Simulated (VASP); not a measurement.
# CdF3 (Fm-3m) in VASP: relaxation of cell and atoms with PBE

Aim: the relaxation of cell and atoms of CdF3 with PBE.

All numbers are computed with VASP 6.6.1; they aren't measurements. Logs are shortened: lines on timing, memory, paths and dates and some standing lists are left out, and cuts for length are marked.

### Step 1. Starting point

It takes space group Fm-3m (No. 225, cubic). Conventional cell: a = 6.792 Å, b = 6.792 Å, c = 6.792 Å, α = 90.00°, β = 90.00°, γ = 90.00°. Cd (site symmetry m-3m) has 8 F at 2.94 Å as nearest neighbours. F (site symmetry -43m) has 4 Cd at 2.94 Å and 4 F at 2.94 Å as nearest neighbours. F (site symmetry m-3m) is surrounded by 8 F at 2.94 Å.

The cell was built by a generator and needn't be a form met in nature.

### Step 2. Relaxation of cell and atoms, PBE

The input, INCAR:

```
PREC = Accurate
ENCUT = 600
EDIFF = 1E-6
ISMEAR = 0
SIGMA = 0.05
LREAL = F
LASPH = T
NELM = 60
ALGO = Fast
ISIF = 3
LWAVE = F
LCHARG = F
GGA = PE
IBRION = 2
NSW = 60
EDIFFG = -0.01
```

The input, KPOINTS:

```
regular mesh
0
Gamma
  7 7 7
```

The input, POSCAR:

```
CdF3
1.0
    0.0000000000      3.3959799100      3.3959799100
    3.3959799100      0.0000000000      3.3959799100
    3.3959799100      3.3959799100      0.0000000000
Cd F
1 3
Direct
    0.0000000000      0.0000000000      0.0000000000
    0.2500000000      0.2500000000      0.2500000000
    0.7500000000      0.7500000000      0.7500000000
    0.5000000000      0.5000000000      0.5000000000
```

Potentials or basis: VASP PAW PBE potentials, release 64 (Cd, F).

Command:

```sh
cat potpaw_PBE.64/Cd/POTCAR potpaw_PBE.64/F/POTCAR > POTCAR
mpirun -np 1 vasp_std > vasp.out
```

OUTCAR:

```text
PREC = Accurate
   ENCUT = 600
   EDIFF = 1E-6
   ISMEAR = 0
   LREAL = F
   LASPH = T
   NELM = 60
   ISIF = 3
   GGA = PE
   IBRION = 2
   NSW = 60
   EDIFFG = -0.01

 ion  position               nearest neighbor table
   1  0.000  0.000  0.000-
   2  0.250  0.250  0.250-
   3  0.750  0.750  0.750-
   4  0.500  0.500  0.500-

  LATTYP: Found a face centered cubic cell.
 ALAT       =     6.7919598200

  Lattice vectors:

 A1 = (   0.0000000000,   3.3959799100,   3.3959799100)
 A2 = (   3.3959799100,   0.0000000000,   3.3959799100)
 A3 = (   3.3959799100,   3.3959799100,   0.0000000000)

Analysis of symmetry for initial positions (statically):
=====================================================================
 Subroutine PRICEL returns:
 Original cell was already a primitive cell.

 Routine SETGRP: Setting up the symmetry group for a
 face centered cubic supercell.

 Subroutine GETGRP returns: Found 48 space group operations
 (whereof 48 operations were pure point group operations)
 out of a pool of 48 trial point group operations.

The static configuration has the point symmetry O_h .

Analysis of symmetry for dynamics (positions and initial velocities):
=====================================================================
 Subroutine PRICEL returns:
 Original cell was already a primitive cell.

 Routine SETGRP: Setting up the symmetry group for a
 face centered cubic supercell.

 Subroutine GETGRP returns: Found 48 space group operations
 (whereof 48 operations were pure point group operations)
 out of a pool of 48 trial point group operations.

The dynamic configuration has the point symmetry O_h .

 Subroutine INISYM returns: Found 48 space group operations
 (whereof 48 operations are pure point group operations),
 and found     1 'primitive' translations

----------------------------------------------------------------------------------------

                                     Primitive cell

  volume of cell :      78.3295

  direct lattice vectors                    reciprocal lattice vectors
     0.000000000  3.395979910  3.395979910    -0.147232909  0.147232909  0.147232909
     3.395979910  0.000000000  3.395979910     0.147232909 -0.147232909  0.147232909
     3.395979910  3.395979910  0.000000000     0.147232909  0.147232909 -0.147232909

  length of vectors
     4.802640846  4.802640846  4.802640846     0.255014878  0.255014878  0.255014878

  position of ions in fractional coordinates (direct lattice)
     0.000000000  0.000000000  0.000000000
     0.250000000  0.250000000  0.250000000
     0.750000000  0.750000000  0.750000000
     0.500000000  0.500000000  0.500000000

  ion indices of the primitive-cell ions
   primitive index   ion index
                 1           1
                 2           2
                 3           3
                 4           4

----------------------------------------------------------------------------------------

 KPOINTS: regular mesh

Automatic generation of k-mesh.
 Grid dimensions read from file:
 generate k-points for:    7    7    7

 Generating k-lattice:

  Cartesian coordinates                     Fractional coordinates (reciprocal lattice)
    -0.021033273  0.021033273  0.021033273     0.142857143  0.000000000  0.000000000
     0.021033273 -0.021033273  0.021033273     0.000000000  0.142857143  0.000000000
     0.021033273  0.021033273 -0.021033273     0.000000000  0.000000000  0.142857143

  Length of vectors
     0.036430697  0.036430697  0.036430697

  Shift w.r.t. Gamma in fractional coordinates (k-lattice)
     0.000000000  0.000000000  0.000000000

 Subroutine IBZKPT returns following result:
 ===========================================

 Found     20 irreducible k-points:

 Following reciprocal coordinates:
            Coordinates               Weight
  0.000000  0.000000  0.000000      1.000000
  0.142857  0.000000  0.000000      8.000000
  0.285714  0.000000  0.000000      8.000000
  0.428571  0.000000  0.000000      8.000000
  0.142857  0.142857  0.000000      6.000000
  0.285714  0.142857  0.000000     24.000000
[... 12 lines left out ...]
 -0.428571  0.428571  0.142857     24.000000
 -0.285714  0.428571  0.142857     24.000000
   k-points           NKPTS =     20   k-points in BZ     NKDIM =     20   number of bands    NBANDS=     20
   number of dos      NEDOS =    301   number of ions     NIONS =      4
   total plane-waves  NPLWV =  64000
   dimension x,y,z NGX =    40 NGY =   40 NGZ =   40
   dimension x,y,z NGXF=    80 NGYF=   80 NGZF=   80
   ions per type =               1   3
   NGX,Y,Z   is equivalent  to a cutoff of  13.85, 13.85, 13.85 a.u.
   NGXF,Y,Z  is equivalent  to a cutoff of  27.69, 27.69, 27.69 a.u.
 SYSTEM =  unknown system
   PREC   = accura    normal or accurate (medium, high low for compatibility)
   ISTART =      0    job   : 0-new  1-cont  2-samecut
   ICHARG =      2    charge: 1-file 2-atom 10-const
   ISPIN  =      1    spin polarized calculation?
   LNONCOLLINEAR =      F non collinear calculations
   LSORBIT =      F    spin-orbit coupling
   LASPH  =      T    aspherical Exc in radial PAW
   ENCUT  =  600.0 eV  44.10 Ry    6.64 a.u.   9.59  9.59  9.59*2*pi/ulx,y,z
   NELM   =     60;   NELMIN=  2; NELMDL= -5     # of ELM steps
   EDIFF  = 0.1E-05   stopping-criterion for ELM
   LREAL  =      F    real-space projection
   EDIFFG = -.1E-01   stopping-criterion for IOM
   NSW    =     60    number of steps for IOM
   IBRION =      2    ionic relax: 0-MD 1-quasi-New 2-CG
   NFREE  =      1    steps in history (QN), initial steepest desc. (CG)
   ISIF   =      3    stress and relaxation
   ISYM   =      2    0-nonsym 1-usesym 2-fastsym
   POTIM  = 0.5000    time-step for ionic-motion
   TEBEG  =    0.0;   TEEND  =   0.0 temperature during run
   PSTRESS=    0.0 pullay stress
   NELECT =      33.0000    total number of electrons
   NUPDOWN=      -1.0000    fix difference up-down
   EMIN   =  10.00;   EMAX   =-10.00  energy-range for DOS
   EFERMI =   0.00;   METHOD = LEGACY
   ISMEAR =     0;   SIGMA  =   0.05  broadening in eV -4-tet -1-fermi 0-gaus
   EFERMI_NEDOS =   21; number of points for ismear=-14 and -15
   IALGO  =     68    algorithm
   IMIX   =      4    mixing-type and parameters
     AMIX     =   0.40;   BMIX     =  1.00
     AMIX_MAG =   1.60;   BMIX_MAG =  1.00
  volume/ion in A,a.u.               =      19.58       132.15
  Fermi-wavevector in a.u.,A,eV,Ry     =   1.227263  2.319191 20.492753  1.506175
  Thomas-Fermi vector in A             =   2.362233
   LORBIT       =      0    0 simple, 1 ext, 2 COOP (PROOUT), +10 PAW based schemes
   GGA     = PE    functional components
   LHFCALC =     F    Hartree Fock is set to
   AEXX    =    0.0000 exact exchange contribution
   IVDW    =     0    specifies the selected vdW correction
   LEPSILON=     F    determine dielectric tensor
   LRPA    =     F    only Hartree local field effects (RPA)
 conjugate gradient relaxation of ions
 non-spin polarized calculation
 RMM-DIIS sequential band-by-band and
 Gauss-broadening in eV      SIGMA  =   0.05
  energy-cutoff  :      600.00
  volume of cell :       78.33
 maximum number of plane-waves:      2685
   NGX = 19   NGY = 19   NGZ = 19

--------------------------------------- Ionic step        1  -------------------------------------------

 number of electron      32.9999979 magnetization

 Free energy of the ion-electron system (eV)
  ---------------------------------------------------
  ext. energy  EPLUGINS =         0.00000000
  ---------------------------------------------------
  free energy    TOTEN  =        -9.18751965 eV

  energy without entropy =       -9.15187570  energy(sigma->0) =       -9.16969768

------------------------ aborting loop because EDIFF is reached ----------------------------------------

  FORCE on cell =-STRESS in cart. coord.  units (eV):
  Direction    XX          YY          ZZ          XY          YZ          ZX
  --------------------------------------------------------------------------------------
  -------------------------------------------------------------------------------------
  Total       -6.3275702     -6.3275702     -6.3275702      0.0000000     -0.0000000     -0.0000000
  in kB     -129.4262057   -129.4262057   -129.4262057      0.0000000     -0.0000000     -0.0000000
  external PRESSURE =    -129.4262057 kB  Pullay stress =       0.0000000 kB
[... 61 lines left out ...]
  energy  without entropy=      -10.5461779429  energy(sigma->0) =      -10.56069739

--------------------------------------- Ionic step        3  -------------------------------------------

 number of electron      33.0000004 magnetization

 E-fermi :   5.3587     XC(G=0): -14.5295

 val. band max:        5.3570435597   @ k =  -0.2857   0.1429   0.0000
 cond. band min:       5.3653581758   @ k =   0.4286   0.2857   0.1429
 fundamental gap:      0.0083146161
 Fermi energy:         5.3587326393

 k-point     1 :       0.0000    0.0000    0.0000
  band No.  band energies     occupation
      1     -20.9027      2.00000
      2     -16.8417      2.00000
      3     -14.5284      2.00000
      4      -4.0725      2.00000
      5      -4.0725      2.00000
      6      -4.0725      2.00000
[... 12 lines left out ...]
     19      23.1159      0.00000
[... 471 lines left out ...]
  energy  without entropy=       -4.4640362371  energy(sigma->0) =       -4.46771905

--------------------------------------- Ionic step        4  -------------------------------------------

 number of electron      33.0000007 magnetization

 E-fermi :  -2.4770     XC(G=0):  -9.9377

 val. band max:       -2.4811252709   @ k =   0.2857   0.1429   0.0000
 cond. band min:      -2.4681333911   @ k =   0.4286   0.4286   0.0000
 fundamental gap:      0.0129918797
 Fermi energy:        -2.4769941009

 k-point     1 :       0.0000    0.0000    0.0000
  band No.  band energies     occupation
      1     -22.6905      2.00000
      2     -21.9633      2.00000
      3     -21.5790      2.00000
      4      -8.0925      2.00000
      5      -8.0925      2.00000
      6      -8.0925      2.00000
[... 12 lines left out ...]
     19       9.1062      0.00000
[... 623 lines left out ...]
  energy  without entropy=      -11.4182935513  energy(sigma->0) =      -11.42707954

--------------------------------------- Ionic step        9  -------------------------------------------

 number of electron      33.0000005 magnetization

 Free energy of the ion-electron system (eV)
  ---------------------------------------------------
  ext. energy  EPLUGINS =         0.00000000
  ---------------------------------------------------
  free energy    TOTEN  =       -11.43625623 eV

  energy without entropy =      -11.41843295  energy(sigma->0) =      -11.42734459

 E-fermi :  -1.1580     XC(G=0): -11.0095

 val. band max:       -1.1852293707   @ k =  -0.4286   0.2857   0.1429
 cond. band min:      -1.1570463635   @ k =   0.4286   0.4286   0.0000
 fundamental gap:      0.0281830072
 Fermi energy:        -1.1580426539

 k-point     1 :       0.0000    0.0000    0.0000
  band No.  band energies     occupation
      1     -22.2374      2.00000
      2     -21.0591      2.00000
      3     -20.3841      2.00000
      4      -6.8098      2.00000
      5      -6.8098      2.00000
      6      -6.8098      2.00000
[... 12 lines left out ...]
     19      11.8284      0.00000
[... 467 lines left out ...]
  FREE ENERGIE OF THE ION-ELECTRON SYSTEM (eV)
  ---------------------------------------------------
  free  energy   TOTEN  =       -11.4362562297 eV

  energy  without entropy=      -11.4184329526  energy(sigma->0) =      -11.42734459

 reached required accuracy - stopping structural energy minimisation
```

Wall time 6.6 min (1 thread of AMD EPYC 7R43 (Zen 3), shared host); peak memory 0.25 GiB.

Results:

```yaml
Free_energy: -11.4363 eV
Relaxed_volume: 11.47 Å³/atom
Relaxed_cell: a = 4.019 Å, b = 4.019 Å, c = 4.019 Å, α = 60.00°, β = 60.00°, γ = 60.00°
Space_group_after_relaxing_to_0.05_Å: Fm-3m (No. 225)
Energy_gained_by_relaxing: 562.2 meV/atom
Ionic_steps: 9
Pressure_after_relaxing: -0.1 GPa
Band_gap_on_the_k_mesh: none (metal or under the smearing width)
```

The path:
| step | energy change (eV) | largest force (eV/Å) | pressure (GPa) | volume (Å³) |
| --- | --- | --- | --- | --- |
| 1 | 0.0000 | 0.0000 | -12.94 | 78.33 |
| 2 | -1.3877 | 0.0000 | -13.01 | 61.73 |
| 3 | 4.7161 | 0.0000 | 197.18 | 26.27 |
| 4 | -1.8394 | 0.0000 | -10.95 | 55.77 |
| 5 | -2.0671 | 0.0000 | 13.24 | 40.96 |
| 6 | -2.2325 | 0.0000 | -2.97 | 47.55 |
| 7 | -2.2483 | 0.0000 | -0.55 | 46.13 |
| 8 | -2.2483 | 0.0000 | 0.49 | 45.60 |
| 9 | -2.2487 | 0.0000 | -0.07 | 45.89 |

Final structure:
```yaml
crystal:
  lattice:
    - [0.00000, 2.84159, 2.84159]
    - [2.84159, 0.00000, 2.84159]
    - [2.84159, 2.84159, 0.00000]
  atoms:
    - { symbol: Cd, position: [0.00000, 0.00000, 0.00000] }
    - { symbol: F, position: [0.25000, 0.25000, 0.25000] }
    - { symbol: F, position: [0.75000, 0.75000, 0.75000] }
    - { symbol: F, position: [0.50000, 0.50000, 0.50000] }
```

Caveat: the volume moved by over 15 % at a fixed basis, so the end points are rough; an odd number of electrons without spin polarisation forces a metal; a magnetic or distorted state may lie lower.

### Step 3. The reference run

An earlier run on the cell as given: functional PBE; potentials or basis VASP PAW PBE potentials, release 64 (Cd, F); cutoff 520 eV; k mesh 7 × 7 × 7; occupations fermi-dirac, width 0.05 eV; no spin polarisation.

- Pressure: -12.8 GPa
- Band gap on the k mesh: none (metal or under the smearing width)
